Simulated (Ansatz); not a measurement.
# TiO2: the cost of one run

Method: DFT PBE+D3(BJ), scalar-relativistic, plane waves, PAW, in Ansatz 0.2.0.

2 further runs of the same task are left out: 1 for a known fault of the program, 1 set aside as unsound or not needed.

**1. The system as given**

It takes space group R-3m (No. 166, trigonal). Conventional cell: a = 2.972 Å, b = 2.972 Å, c = 14.608 Å, α = 90.00°, β = 90.00°, γ = 120.00°. Ti (site symmetry -3m) has 6 O at 1.97 Å as nearest neighbours. O (site symmetry 3m) has 3 Ti at 1.97 Å as nearest neighbours.

As a file:

```cif
data_structure
_symmetry_space_group_name_H-M 'P 1'
_symmetry_Int_Tables_number 1
_cell_length_a 5.1628
_cell_length_b 5.1628
_cell_length_c 5.1628
_cell_angle_alpha 33.461
_cell_angle_beta 33.461
_cell_angle_gamma 33.461
_cell_volume 37.26
loop_
_atom_site_label
_atom_site_type_symbol
_atom_site_fract_x
_atom_site_fract_y
_atom_site_fract_z
_atom_site_occupancy
Ti1 Ti 0.00000 0.00000 0.00000 1
O1 O 0.60041 0.60041 0.60041 1
O2 O 0.39959 0.39959 0.39959 1
```

It goes back to an entry of the Materials Project, which need not be the stable form.

This cell was relaxed beforehand with the same method: volume 12.42 Å³/atom, gap on the mesh 2.46 eV.

**2. What is varied**

The energy is mapped over two normal modes frozen in (zone-centre modes of the cell shown).

- amplitude of mode 7 (488 cm⁻¹), largest displacement: 5 values from −0.066 to 0.066 Å
- amplitude of mode 9 (592 cm⁻¹), largest displacement: 5 values from −0.085 to 0.085 Å

Nothing else is relaxed (the cell and all other modes fixed). Energies count from the relaxed high-symmetry cell. Points are written as (first, second).

The modes come from a phonon run on the reference cell, made beforehand.

Displacement patterns for an amplitude of 1 (Å):

| atom | x1 | y1 | z1 | x2 | y2 | z2 |
| --- | --- | --- | --- | --- | --- | --- |
| Ti1 | 0.000 | 0.000 | 0.000 | 0.000 | 0.000 | 0.000 |
| O2 | 0.000 | 1.000 | 0.000 | 0.000 | 0.000 | 1.000 |
| O3 | 0.000 | -1.000 | 0.000 | 0.000 | 0.000 | -1.000 |

**3. Grid point (−0.066 Å, −0.085 Å)**

File input.yaml:

```yaml
crystal:
  lattice:
    - [1.4862023484, 0.8580593258, 4.8692561771]
    - [-1.4862023484, 0.8580593258, 4.8692561771]
    - [0.0, -1.716118652, 4.869256177]
  atoms:
    - { symbol: Ti, position: [0.0, 0.0, 0.0] }
    - { symbol: O, position: [0.5817755263, 0.5817755263, 0.6202344056] }
    - { symbol: O, position: [0.4182244737, 0.4182244737, 0.3797655944] }
basis:
  ecutwfc: 520.0
kpoints:
  mp_grid: { grid: [12, 12, 12] }
hamiltonian:
  xc: pbe
  pseudopotentials: { kind: paw, azcp: { folder: soft_1 } }
  dispersion: d3bj
scf:
  occupations: { method: gaussian, width: 0.05 }
output:
  forces: true
  stress: true
  eigenvalues: true
```

The run is started by

```bash
$ ansatz run input.yaml --threads 1 --pin off --max-ram 2048MiB --backend cpu --events-out ev --progress --plain --runs-dir out
```

**Question.** How long does this run take on 1 thread of Arm Neoverse N1, shared host, and how much memory does it need?

About 39 s, with a peak of 0.56 GiB.
